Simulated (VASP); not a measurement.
The system is ZrS.

```
CELL_PARAMETERS angstrom
0.00000 2.62500 2.62500
2.62500 0.00000 2.62500
2.62500 2.62500 0.00000
ATOMIC_POSITIONS crystal
Zr 0.00000 0.00000 0.00000
S 0.50000 0.50000 0.50000
```

```yaml
Program: VASP 6.6.1
Task: relaxation of cell and atoms
Functional: rev-vdW-DF2
Potentials_or_basis: VASP PAW PBE potentials, release 64 (Zr_sv, S)
Cutoff: 600 eV
k_mesh: 9 × 9 × 9
Occupations: fermi-dirac, width 0.05 eV
Spin: no spin polarisation
```

At the start: pressure -3.1 GPa; volume 18.09 Å³/atom.

How do energy, volume and symmetry change on relaxing?

Over 3 steps the energy falls by 4.1 meV/atom and the volume is 17.67 Å³/atom (-2.3 %); space group Fm-3m (No. 225, to 0.05 Å).

Step by step:
| step | energy change (eV) | largest force (eV/Å) | pressure (GPa) | volume (Å³) |
| --- | --- | --- | --- | --- |
| 1 | 0.0000 | 0.0000 | -3.08 | 36.18 |
| 2 | 0.0036 | 0.0000 | 4.07 | 34.39 |
| 3 | -0.0082 | 0.0000 | -0.01 | 35.35 |

Final structure:
```
CELL_PARAMETERS angstrom
0.00000 2.60479 2.60479
2.60479 0.00000 2.60479
2.60479 2.60479 0.00000
ATOMIC_POSITIONS crystal
Zr 0.00000 0.00000 0.00000
S 0.50000 0.50000 0.50000
```

Caveat: the PAW data sets were made with another functional, which shifts forces and pressure a little.
